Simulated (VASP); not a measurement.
# BaTiO3 (P4mm) in VASP: a series of runs

The runs below take BaTiO3 through relaxation of cell and atoms, relaxation of shape and atoms at fixed volume, with LDA.

Everything below comes from runs of VASP 6.6.1. Logs are shortened: lines on timing, memory, paths and dates and some standing lists are left out, and cuts for length are marked.

### Step 1. The structure

Symmetry: P4mm, No. 99, tetragonal system. Conventional cell: a = 3.942 Å, b = 3.942 Å, c = 3.989 Å, α = 90.00°, β = 90.00°, γ = 90.00°. Ba (site symmetry 4mm) is surrounded by 12 O at 2.77 to 2.84 Å. Ti (site symmetry 4mm) is surrounded by 6 O at 1.86 to 2.13 Å. O (site symmetry 4mm) has 2 Ti at 1.86 to 2.13 Å as nearest neighbours. Around O (site symmetry 2mm) lie 2 Ti at 1.97 Å.

### Step 2. Relaxation of cell and atoms, LDA

Contents of INCAR:

```
SYSTEM = BaTiO3
  ALGO = Normal
  EDIFF = 1E-7
  EDIFFG = -0.005
  ENCUT = 600
  IBRION = 2
  ISIF = 3
  ISMEAR = 0
  KPAR = 2
  LASPH = .TRUE.
  LCHARG = .FALSE.
  LREAL = .FALSE.
  LWAVE = .FALSE.
  NELM = 80
  NSW = 90
  PREC = Accurate
  SIGMA = 0.03
```

Contents of KPOINTS:

```
k-points
0
G
  8 8 8
  0 0 0
```

Contents of POSCAR:

```
BaTiO3                                  
1.0
    3.9417844712      0.0000000000      0.0000000000
    0.0000000000      3.9417844712     -0.0000000000
    0.0000000000     -0.0000000000      3.9886303436
  Ba              Ti              O             
     1     1     3
Direct
     1.0000000000000000    0.0000000000000000    0.0018904492552014
     0.5000000000000000    0.5000000000000000    0.4893706761846831
     0.5000000000000000    0.5000000000000000    0.0222082892370574
     0.5000000000000000    0.0000000000000000    0.5147652926615323
     0.0000000000000000    0.5000000000000000    0.5147652926615323
```

Potentials or basis: VASP PAW LDA potentials, release 64 (Ba_sv, Ti_sv, O).

Run with:

```bash
$ cat potpaw_LDA.64/Ba_sv/POTCAR potpaw_LDA.64/Ti_sv/POTCAR potpaw_LDA.64/O/POTCAR > POTCAR
$ mpirun -np 2 vasp_std > vasp.out
```

OUTCAR:

```text
SYSTEM = BaTiO3
   EDIFF = 1E-7
   EDIFFG = -0.005
   ENCUT = 600
   IBRION = 2
   ISIF = 3
   ISMEAR = 0
   LASPH = .TRUE.
   LREAL = .FALSE.
   NELM = 80
   NSW = 90
   PREC = Accurate

 ion  position               nearest neighbor table
   1  0.000  0.000  0.002-   4 2.77   5 2.77   5 2.77   4 2.77   3 2.79   3 2.79   3 2.79   3 2.79
                             4 2.84   5 2.84   5 2.84   4 2.84   2 3.40   2 3.40   2 3.40   2 3.40
   2  0.500  0.500  0.489-   3 1.86   4 1.97   5 1.97   4 1.97   5 1.97   3 2.13   1 3.40   1 3.40
                             1 3.40   1 3.40   1 3.46   1 3.46   1 3.46   1 3.46
   3  0.500  0.500  0.022-   2 1.86   2 2.13   1 2.79   1 2.79   1 2.79   1 2.79
   4  0.500  0.000  0.515-   2 1.97   2 1.97   1 2.77   1 2.77   1 2.84   1 2.84
   5  0.000  0.500  0.515-   2 1.97   2 1.97   1 2.77   1 2.77   1 2.84   1 2.84

  LATTYP: Found a simple tetragonal cell.
 ALAT       =     3.9417844712
 C/A-ratio  =     1.0118844327

  Lattice vectors:

 A1 = (   3.9417844712,   0.0000000000,   0.0000000000)
 A2 = (   0.0000000000,   3.9417844712,   0.0000000000)
 A3 = (   0.0000000000,   0.0000000000,   3.9886303436)

Analysis of symmetry for initial positions (statically):
=====================================================================
 Subroutine PRICEL returns:
 Original cell was already a primitive cell.

 Routine SETGRP: Setting up the symmetry group for a
 simple tetragonal supercell.

 Subroutine GETGRP returns: Found  8 space group operations
 (whereof  8 operations were pure point group operations)
 out of a pool of 16 trial point group operations.

The static configuration has the point symmetry C_4v.

Analysis of symmetry for dynamics (positions and initial velocities):
=====================================================================
 Subroutine PRICEL returns:
 Original cell was already a primitive cell.

 Routine SETGRP: Setting up the symmetry group for a
 simple tetragonal supercell.

 Subroutine GETGRP returns: Found  8 space group operations
 (whereof  8 operations were pure point group operations)
 out of a pool of 16 trial point group operations.

The dynamic configuration has the point symmetry C_4v.

 Subroutine INISYM returns: Found  8 space group operations
 (whereof  8 operations are pure point group operations),
 and found     1 'primitive' translations

----------------------------------------------------------------------------------------

                                     Primitive cell

  volume of cell :      61.9740

  direct lattice vectors                    reciprocal lattice vectors
     3.941784471  0.000000000  0.000000000     0.253692206  0.000000000  0.000000000
     0.000000000  3.941784471  0.000000000     0.000000000  0.253692206  0.000000000
     0.000000000  0.000000000  3.988630344     0.000000000  0.000000000  0.250712629

  length of vectors
     3.941784471  3.941784471  3.988630344     0.253692206  0.253692206  0.250712629

  position of ions in fractional coordinates (direct lattice)
     0.000000000  0.000000000  0.001890449
     0.500000000  0.500000000  0.489370676
     0.500000000  0.500000000  0.022208289
     0.500000000  0.000000000  0.514765293
     0.000000000  0.500000000  0.514765293

  ion indices of the primitive-cell ions
   primitive index   ion index
                 1           1
                 2           2
                 3           3
                 4           4
                 5           5

----------------------------------------------------------------------------------------

 KPOINTS: k-points

Automatic generation of k-mesh.
 Grid dimensions read from file:
 generate k-points for:    8    8    8

 Generating k-lattice:

  Cartesian coordinates                     Fractional coordinates (reciprocal lattice)
     0.031711526  0.000000000  0.000000000     0.125000000  0.000000000  0.000000000
     0.000000000  0.031711526  0.000000000     0.000000000  0.125000000  0.000000000
     0.000000000  0.000000000  0.031339079     0.000000000  0.000000000  0.125000000

  Length of vectors
     0.031711526  0.031711526  0.031339079

  Shift w.r.t. Gamma in fractional coordinates (k-lattice)
     0.000000000  0.000000000  0.000000000

 Subroutine IBZKPT returns following result:
 ===========================================

 Found     75 irreducible k-points:

 Following reciprocal coordinates:
            Coordinates               Weight
  0.000000  0.000000  0.000000      1.000000
  0.125000  0.000000  0.000000      4.000000
  0.250000  0.000000  0.000000      4.000000
  0.375000  0.000000  0.000000      4.000000
  0.500000  0.000000  0.000000      2.000000
  0.125000  0.125000  0.000000      4.000000
[... 16 lines left out ...]
  0.375000  0.125000  0.125000     16.000000
  0.500000  0.125000  0.125000      8.000000
 [... further k-points ...]
   k-points           NKPTS =     75   k-points in BZ     NKDIM =     75   number of bands    NBANDS=     24
   number of dos      NEDOS =    301   number of ions     NIONS =      5
   total plane-waves  NPLWV =  32768
   dimension x,y,z NGX =    32 NGY =   32 NGZ =   32
   dimension x,y,z NGXF=    64 NGYF=   64 NGZF=   64
   ions per type =               1   1   3
   NGX,Y,Z   is equivalent  to a cutoff of  13.50, 13.50, 13.34 a.u.
   NGXF,Y,Z  is equivalent  to a cutoff of  26.99, 26.99, 26.68 a.u.
 SYSTEM =  BaTiO3
   PREC   = accura    normal or accurate (medium, high low for compatibility)
   ISTART =      0    job   : 0-new  1-cont  2-samecut
   ICHARG =      2    charge: 1-file 2-atom 10-const
   ISPIN  =      1    spin polarized calculation?
   LNONCOLLINEAR =      F non collinear calculations
   LSORBIT =      F    spin-orbit coupling
   LASPH  =      T    aspherical Exc in radial PAW
   ENCUT  =  600.0 eV  44.10 Ry    6.64 a.u.   7.87  7.87  7.97*2*pi/ulx,y,z
   NELM   =     80;   NELMIN=  2; NELMDL= -5     # of ELM steps
   EDIFF  = 0.1E-06   stopping-criterion for ELM
   LREAL  =      F    real-space projection
   EDIFFG = -.5E-02   stopping-criterion for IOM
   NSW    =     90    number of steps for IOM
   IBRION =      2    ionic relax: 0-MD 1-quasi-New 2-CG
   NFREE  =      1    steps in history (QN), initial steepest desc. (CG)
   ISIF   =      3    stress and relaxation
   ISYM   =      2    0-nonsym 1-usesym 2-fastsym
   POTIM  = 0.5000    time-step for ionic-motion
   TEBEG  =    0.0;   TEEND  =   0.0 temperature during run
   PSTRESS=    0.0 pullay stress
   NELECT =      40.0000    total number of electrons
   NUPDOWN=      -1.0000    fix difference up-down
   EMIN   =  10.00;   EMAX   =-10.00  energy-range for DOS
   EFERMI =   0.00;   METHOD = LEGACY
   ISMEAR =     0;   SIGMA  =   0.03  broadening in eV -4-tet -1-fermi 0-gaus
   EFERMI_NEDOS =   21; number of points for ismear=-14 and -15
   IALGO  =     38    algorithm
   IMIX   =      4    mixing-type and parameters
     AMIX     =   0.40;   BMIX     =  1.00
     AMIX_MAG =   1.60;   BMIX_MAG =  1.00
  volume/ion in A,a.u.               =      12.39        83.64
  Fermi-wavevector in a.u.,A,eV,Ry     =   1.414789  2.673563 27.233798  2.001628
  Thomas-Fermi vector in A             =   2.536295
   LORBIT       =      0    0 simple, 1 ext, 2 COOP (PROOUT), +10 PAW based schemes
   GGA     = CA    functional components
   LHFCALC =     F    Hartree Fock is set to
   AEXX    =    0.0000 exact exchange contribution
   IVDW    =     0    specifies the selected vdW correction
   LEPSILON=     F    determine dielectric tensor
   LRPA    =     F    only Hartree local field effects (RPA)
 conjugate gradient relaxation of ions
 non-spin polarized calculation
 Gauss-broadening in eV      SIGMA  =   0.03
  energy-cutoff  :      600.00
  volume of cell :       61.97
 maximum number of plane-waves:      2103
 NGX is ok and might be reduce to    32
   NGX = 15   NGY = 15   NGZ = 15

--------------------------------------- Ionic step        1  -------------------------------------------

 number of electron      39.9999984 magnetization

 Free energy of the ion-electron system (eV)
  ---------------------------------------------------
  ext. energy  EPLUGINS =         0.00000000
  ---------------------------------------------------
  free energy    TOTEN  =       -44.17006271 eV

  energy without entropy =      -44.17006271  energy(sigma->0) =      -44.17006271

------------------------ aborting loop because EDIFF is reached ----------------------------------------

  FORCE on cell =-STRESS in cart. coord.  units (eV):
  Direction    XX          YY          ZZ          XY          YZ          ZX
  --------------------------------------------------------------------------------------
  -------------------------------------------------------------------------------------
  Total        0.0086543      0.0086543      0.0261884      0.0000000     -0.0000000      0.0000000
  in kB        0.2237346      0.2237346      0.6770331      0.0000000     -0.0000000      0.0000000
  external PRESSURE =       0.3748341 kB  Pullay stress =       0.0000000 kB
[... 102 lines left out ...]
  energy  without entropy=      -44.1700666181  energy(sigma->0) =      -44.17006662

--------------------------------------- Ionic step        4  -------------------------------------------

 number of electron      39.9999984 magnetization

 Free energy of the ion-electron system (eV)
  ---------------------------------------------------
  ext. energy  EPLUGINS =         0.00000000
  ---------------------------------------------------
  free energy    TOTEN  =       -44.17006655 eV

  energy without entropy =      -44.17006655  energy(sigma->0) =      -44.17006655

 E-fermi :   3.9828     XC(G=0): -11.9059

 val. band max:        3.8475082923   @ k =   0.5000   0.5000   0.5000
 cond. band min:       5.5981545173   @ k =   0.0000   0.0000   0.0000
 fundamental gap:      1.7506462250
 Fermi energy:         3.9828251323

 k-point     1 :       0.0000    0.0000    0.0000
  band No.  band energies     occupation
      1     -51.8555      2.00000
      2     -28.5331      2.00000
      3     -28.4926      2.00000
      4     -28.4926      2.00000
      5     -20.8109      2.00000
      6     -12.8627      2.00000
[... 637 lines left out ...]
     23       7.5684      0.00000
     24       8.7805      0.00000

 [... further k-points ...]

------------------------ aborting loop because EDIFF is reached ----------------------------------------

  FORCE on cell =-STRESS in cart. coord.  units (eV):
  Direction    XX          YY          ZZ          XY          YZ          ZX
  --------------------------------------------------------------------------------------
  -------------------------------------------------------------------------------------
  Total       -0.0064607     -0.0064607      0.0007996      0.0000000      0.0000000      0.0000000
  in kB       -0.1669869     -0.1669869      0.0206673      0.0000000      0.0000000      0.0000000
  external PRESSURE =      -0.1044355 kB  Pullay stress =       0.0000000 kB
[... 20 lines left out ...]
  FREE ENERGIE OF THE ION-ELECTRON SYSTEM (eV)
  ---------------------------------------------------
  free  energy   TOTEN  =       -44.1700665523 eV

  energy  without entropy=      -44.1700665523  energy(sigma->0) =      -44.17006655

 reached required accuracy - stopping structural energy minimisation
```

Wall time 59 s (2 MPI ranks of Intel Xeon Platinum 8488C (Sapphire Rapids), shared host); peak memory 0.25 GiB.

What came out:

```
Free energy                            : -44.1701 eV
Relaxed volume                         : 12.40 Å³/atom
Relaxed cell                           : a = 3.942 Å, b = 3.942 Å, c = 3.989 Å, α = 90.00°, β = 90.00°, γ = 90.00°
Space group after relaxing (to 0.05 Å) : P4mm (No. 99)
Energy gained by relaxing              : 0.0 meV/atom
Ionic steps                            : 4
Pressure after relaxing                : 0.0 GPa
Largest force after relaxing           : 0.005 eV/Å
Band gap on the k mesh                 : 1.75 eV, indirect (least direct gap 2.04 eV)
```

Forces on the atoms (eV/Å):
```
Ba   0.000  0.000  0.003
Ti   0.000  0.000 -0.005
O    0.000  0.000 -0.001
O    0.000  0.000  0.002
O    0.000  0.000  0.002
```

Final structure:
```cif
data_structure
_symmetry_space_group_name_H-M 'P 1'
_symmetry_Int_Tables_number 1
_cell_length_a 3.9420
_cell_length_b 3.9420
_cell_length_c 3.9892
_cell_angle_alpha 90.000
_cell_angle_beta 90.000
_cell_angle_gamma 90.000
_cell_volume 61.99
loop_
_atom_site_label
_atom_site_type_symbol
_atom_site_fract_x
_atom_site_fract_y
_atom_site_fract_z
_atom_site_occupancy
Ba1 Ba 0.00000 0.00000 0.00192 1
Ti1 Ti 0.50000 0.50000 0.48934 1
O1 O 0.50000 0.50000 0.02217 1
O2 O 0.50000 0.00000 0.51478 1
O3 O 0.00000 0.50000 0.51478 1
```

Caveat: spin-orbit coupling is left out, which moves the levels of the heavy elements. A k mesh can miss the band edges.

### Step 3. Relaxation of shape and atoms at fixed volume, LDA (a relaxed cell with its volume scaled by 0.94)

Contents of INCAR:

```
SYSTEM = BaTiO3
  ALGO = Fast
  EDIFF = 1E-7
  EDIFFG = -0.01
  ENCUT = 600
  IBRION = 2
  ISIF = 4
  ISMEAR = 0
  KPAR = 2
  LASPH = .TRUE.
  LCHARG = .FALSE.
  LREAL = .FALSE.
  LWAVE = .FALSE.
  NELM = 80
  NSW = 40
  PREC = Accurate
  SIGMA = 0.03
```

KPOINTS is that of step 2.

Contents of POSCAR:

```
BaTiO3                                  
1.0
    3.8614939573      0.0000000000      0.0000000000
    0.0000000000      3.8614939573      0.0000000000
    0.0000000000     -0.0000000000      3.9077477699
  Ba              Ti              O             
     1     1     3
Direct
     0.0000000000000000    1.0000000000000000    0.0019191113268453
     0.5000000000000000    0.5000000000000000    0.4893446043486940
     0.5000000000000000    0.5000000000000000    0.0221684771398351
     0.5000000000000000    1.0000000000000000    0.5147839035923124
     0.0000000000000000    0.5000000000000000    0.5147839035923124
```

Potentials or basis: VASP PAW LDA potentials, release 64 (Ba_sv, Ti_sv, O).

Run with:

```bash
$ cat potpaw_LDA.64/Ba_sv/POTCAR potpaw_LDA.64/Ti_sv/POTCAR potpaw_LDA.64/O/POTCAR > POTCAR
$ mpirun -np 2 vasp_std > vasp.out
```

It took 7.1 min on 2 MPI ranks of Intel Xeon Platinum 8488C (Sapphire Rapids), shared host; peak memory 0.27 GiB.

It converged, with:

- Free energy: -44.0325 eV
- Energy gained by relaxing: 4.1 meV/atom
- Ionic steps: 12
- Pressure after relaxing: 12.4 GPa
- Largest force after relaxing: 0.007 eV/Å
- Band gap on the k mesh: 1.83 eV, indirect (least direct gap 1.86 eV)

Forces on the atoms (eV/Å):
```
Ba   0.000  0.000  0.007
Ti   0.000  0.000  0.007
O    0.000  0.000 -0.003
O    0.000  0.000 -0.005
O    0.000  0.000 -0.005
```

Stress tensor (GPa, compression positive):
```
12.33  0.00  0.00
 0.00 12.33  0.00
 0.00  0.00 12.42
```

The path:
```
step  energy change (eV)  largest force (eV/Å)  pressure (GPa)
   1              0.0000                0.5082           13.58
   2             -0.0114                0.1214           12.89
   3             -0.0120                0.1095           12.73
   4             -0.0166                0.0950           12.57
   5             -0.0174                0.0917           12.51
   6             -0.0192                0.0651           12.45
   7             -0.0199                0.0733           12.41
   8             -0.0203                0.0213           12.38
   9             -0.0203                0.0193           12.37
  10             -0.0204                0.0137           12.36
  11             -0.0204                0.0146           12.36
  12             -0.0205                0.0070           12.36
```

Final structure:
```cif
data_structure
_symmetry_space_group_name_H-M 'P 1'
_symmetry_Int_Tables_number 1
_cell_length_a 3.8772
_cell_length_b 3.8772
_cell_length_c 3.8761
_cell_angle_alpha 90.000
_cell_angle_beta 90.000
_cell_angle_gamma 90.000
_cell_volume 58.27
loop_
_atom_site_label
_atom_site_type_symbol
_atom_site_fract_x
_atom_site_fract_y
_atom_site_fract_z
_atom_site_occupancy
Ba1 Ba 0.00000 0.00000 0.00812 1
Ti1 Ti 0.50000 0.50000 0.50738 1
O1 O 0.50000 0.50000 0.00919 1
O2 O 0.50000 0.00000 0.50916 1
O3 O 0.00000 0.50000 0.50916 1
```

Levels at points of the mesh, in eV from the valence-band top:
```tsv
k point	band 18	band 19	band 20	band 21	band 22	band 23
(0.00, 0.00, 0.00)	-0.03	-0.03	-0.03	1.83	1.83	1.83
(0.50, 0.00, 0.00)	-1.96	-0.70	-0.70	2.04	3.95	3.95
(0.50, 0.50, 0.00)	-0.79	-0.79	-0.11	3.97	3.97	4.41
(0.00, 0.00, 0.50)	-1.97	-0.70	-0.70	2.04	3.96	3.96
(0.50, 0.00, 0.50)	-0.79	-0.79	-0.11	3.97	3.97	4.41
(0.50, 0.50, 0.50)	0.00	0.00	0.00	4.77	4.77	4.77
```

Caveat: spin-orbit coupling is left out, which moves the levels of the heavy elements. A k mesh can miss the band edges.

(Part 1 of 2 ends here.)
